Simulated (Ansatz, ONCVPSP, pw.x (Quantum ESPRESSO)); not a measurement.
**molybdenum (Mo): one change to the ONCV potential, in the atom and in the fcc crystal**

Mo, optimised norm-conserving Vanderbilt (ONCV), made with ONCVPSP 4.0.1.1 (patched build) (PBEsol, scalar-relativistic). Core [Ar] 3d10, reference 4s2 4p6 4d5 5s1. Waves: 4s+5s: rc 1.65 bohr, ncon 4, nbas 9, qcut 9.1 1/bohr, 3 projectors, debl 0.5 Ha; 4p: rc 2.00 bohr, ncon 3, nbas 6, qcut 5.6 1/bohr, 2 projectors, debl 1.5 Ha; 4d: rc 1.90 bohr, ncon 5, nbas 9, qcut 9.2 1/bohr, 2 projectors, debl 1.4 Ha. Local part: polynomial inside 1.50 bohr (lpopt 5, dvloc0 0 Ha). Core correction: Teter function, fcfact 4.25, rcfact 1.2.

Change: p: nproj 1.

Cutoffs, loose and tight: the cutoffs (Ha) at which the residual kinetic energy of the hardest occupied pseudo-wave falls to 1 and 0.1 mHa per electron. They do not see the model core or the augmentation charge, which bear on the density cutoff. Test errors are all-electron minus pseudo excitation energies from the reference, over the configurations 4s2 4p6 4d5 5s0; 4s2 4p6 4d4 5s0; 4s2 4p6 4d3 5s0; 4s1 4p6 4d5 5s1; variants that change the core or the reference have their own tests.

Crystal test: fcc Mo in pw.x 7.5, no spin, 14³ k-points, Fermi–Dirac smearing 0.01 Ry, cutoffs set for each file from its atomic test. The reference is all-electron LAPW (Ansatz 0.2.0) with the same functional, mesh and smearing; V0 and B0 come from Birch–Murnaghan fits to the pressures at five volumes. Errors are pseudo minus all-electron; Δ is the rms difference of the E(V) curves that follow from these fits, minima aligned, over ±6 % about the mean V0. Mesh and smearing are coarse, so the numbers serve the comparison and aren't converged zero-temperature values; the lattice is a test structure that the element need not adopt.

All-electron: a0 = 3.963 Å (V0 = 15.56 Å³/atom), B0 = 253.7 GPa.

Does the change bring the crystal closer to the all-electron result?

The mean pressure error goes from +0.22 to -0.70 GPa, so the change moves the solid further from the all-electron pressures. At 80 % of its cutoff the pressure of the base moves by -1.51 GPa. At 80 % of its cutoff the pressure of the changed file moves by -1.54 GPa.

| quantity | base | changed |
| --- | --- | --- |
| outcome (atom) | generated | generated |
| cutoff, loose (atom) | 25 Ha | 25 Ha |
| cutoff, tight (atom) | 29 Ha | 29 Ha |
| bound ghosts (atom) | none | none |
| largest test error (meV) (atom) | -56 | -47 |
| cutoffs in pw.x (Ry) | 70/280 | 70/280 |
| a0 (Å) | 3.964 | 3.959 |
| a0 error (%) | +0.03 | -0.09 |
| B0 error (%) | +0.3 | +1.6 |
| Δ (meV/atom) | 0.8 | 2.4 |
| mean pressure error (GPa) | +0.22 | -0.70 |
